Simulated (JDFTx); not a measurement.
Wanted: the native input for a JDFTx 1.7.0 (patched build) run.

```
Task                                    : single point
Functional                              : PBE
Potentials or basis                     : PseudoDojo-SR-PBE-0.5-standard
Cutoff                                  : 1034 eV
Density cutoff                          : 4136 eV
k mesh                                  : 10 × 10 × 8
Occupations                             : fermi-dirac, width 0.05 eV
Spin                                    : no spin polarisation
Bands                                   : 15
Density cutoff over wavefunction cutoff : 4
Max SCF steps                           : 100
SCF threshold on the energy             : 1e-09 Ha
Solver of the electrons                 : scf
Further solve for the empty bands       : yes
```

ZrB2:

```
CELL_PARAMETERS angstrom
3.17000 0.00000 0.00000
-1.58500 2.74530 0.00000
0.00000 0.00000 3.53300
ATOMIC_POSITIONS crystal
Zr 0.00055 0.02110 0.99126
B 0.65467 0.33004 0.49578
B 0.34214 0.66506 0.51411
```

The cell isn't the ideal one: atoms moved at random, drawn with an rms of 0.05 Å.

These files were run (other wordings do the same):

ZrB2.in

```
lattice \
    5.9904318151    -2.9952159075     0.0000000000 \
    0.0000000000     5.1878661315     0.0000000000 \
    0.0000000000     0.0000000000     6.6764023983
coords-type Lattice
ion Zr     0.0005520000     0.0210970000    -0.0087420000 1
ion B      0.6546680000     0.3300410000     0.4957830000 1
ion B      0.3421360000     0.6650570000     0.5141110000 1

ion-species pseudo/Zr.upf
ion-species pseudo/B.upf
elec-cutoff 38
elec-ex-corr gga-PBE
kpoint-folding 10 10 8
elec-smearing Fermi 0.0018374661
elec-n-bands 15
electronic-SCF nIterations 100 energyDiffThreshold 1e-09
electronic-minimize nIterations 30 energyDiffThreshold 1e-7
converge-empty-states yes
forces-output-coords Cartesian

dump-name run.$VAR
dump End Ecomponents EigStats BandEigs Kpoints Forces Stress ElecDensity Dtot KEdensity
```

Potentials or basis: PseudoDojo-SR-PBE-0.5-standard.

Launch:

```bash
$ jdftx -c 1 -i ZrB2.in -o ZrB2.out
```

Results of the run:

```
Pressure               : 1.8 GPa
Largest force          : 1.250 eV/Å
Band gap on the k mesh : none (metal or under the smearing width)
Loewdin charges        : Zr +0.73; B -0.35 e
```

Caveat: forces may be off by hundredths of an eV/Å; the empty levels aren't tightly converged.

Wall time 11 min on 1 thread of Arm Neoverse V1 (shared host), peak memory 0.77 GiB.
